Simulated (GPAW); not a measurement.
Li2Se:

```
Se Li
1.0
     0.00000    3.00250    3.00250
     3.00250    0.00000    3.00250
     3.00250    3.00250    0.00000
Se Li
1 2
Direct
  0.00000 0.00000 0.00000
  0.75000 0.75000 0.75000
  0.25000 0.25000 0.25000
```

Base run:

```yaml
Program: GPAW 26.7.0
Functional: PBE
Potentials_or_basis: GPAW PAW data sets (gpaw-data 1.2.1)
Cutoff: 800 eV
Basis: pw
k_mesh: 8 × 8 × 8
Occupations: fermi-dirac, width 0.05 eV
Spin: no spin polarisation
```

Its results: band gap on the k mesh 2.97 eV, indirect (least direct gap 3.38 eV); pressure 0.4 GPa.

Question: The run is repeated on the same cell with these changes: functional from PBE to r2SCAN. What comes out?

Answer: Band gap on the k mesh 3.48 eV, indirect (least direct gap 4.04 eV); pressure 0.1 GPa.

r2SCAN gives the wider gap, since meta-GGAs in the generalised Kohn-Sham scheme recover part of the derivative discontinuity.

Caveats: the PAW data sets were made with another functional, which shifts forces and pressure a little (some runs).
